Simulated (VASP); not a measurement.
Input of a VASP 6.6.1 run:

Contents of POSCAR:

```
BaTe
1.0
    6.0280372264      0.0000000000      0.0000000000
    0.0000000000      4.2624660000      0.0000000000
    0.0000000000      0.0000000000     18.0280372264
Ba Te
3 3
Direct
    0.0000000000      0.0000000000      0.3328149329
    0.5000000000      0.0000000000      0.5000000000
    0.0000000000      0.0000000000      0.6671850671
    0.5000000000      0.5000000000      0.3328149329
    0.0000000000      0.5000000000      0.5000000000
    0.5000000000      0.5000000000      0.6671850671
```

Contents of INCAR.step1:

```
SYSTEM = BaTe
  PREC = Accurate
  ENCUT = 520
  ISMEAR = -1
  SIGMA = 0.05
  LREAL = .False.
  LASPH = .True.
  NELM = 100
  LDIPOL = .True.
  IDIPOL = 3
  DIPOL = 0.5 0.5 0.500
  NBANDS = 33
  GGA = PE
  ALGO = Normal
  EDIFF = 1E-4
  LWAVE = .True.
  LCHARG = .False.
```

Contents of INCAR.step2:

```
SYSTEM = BaTe
  PREC = Accurate
  ENCUT = 520
  EDIFF = 1E-7
  ISMEAR = -1
  SIGMA = 0.05
  LREAL = .False.
  LASPH = .True.
  NELM = 100
  ALGO = Normal
  ISIF = 2
  LWAVE = .False.
  LCHARG = .True.
  LDIPOL = .True.
  IDIPOL = 3
  DIPOL = 0.5 0.5 0.500
  METAGGA = R2SCAN
  LMIXTAU = .True.
  IVDW = 13
  VDW_S6 = 1.0
  VDW_S8 = 0.6018749
  VDW_A1 = 0.51559235
  VDW_A2 = 5.77342911
  LELF = .True.
  LVHAR = .True.
  LVACPOTAV = .True.
  NBANDS = 33
  ISTART = 1
```

KPOINTS

```
Automatic mesh
0
Gamma
  3 3 1
  0 0 0
```

Potentials or basis: VASP PAW PBE potentials, release 64 (Ba_sv, Te).

Run with:

```sh
$ cat potpaw_PBE.64/Ba_sv/POTCAR potpaw_PBE.64/Te/POTCAR > POTCAR
$ cp INCAR.step1 INCAR
$ mpirun -np 1 vasp_std > vasp.out
$ cp INCAR.step2 INCAR
$ mpirun -np 1 vasp_std > vasp.out
```

Task: Estimate the dispersion energy per atom.

Result: -0.071 eV.

Task: Estimate the largest force.

Result: 0.365 eV/Å.

Task: Estimate the ionisation potential of the upper face.

Result: 3.24 eV.

Forces in eV/Å, atoms in the order of the input:
```
Ba   0.000  0.000  0.365
Ba   0.000  0.000  0.000
Ba   0.000  0.000 -0.365
Te   0.000  0.000 -0.110
Te   0.000  0.000  0.000
Te   0.000  0.000  0.110
```

Caveat: the k mesh is coarse (spacing up to 0.49 Å⁻¹), so the values aren't converged; the PAW data sets were made with another functional, which shifts forces and pressure a little.
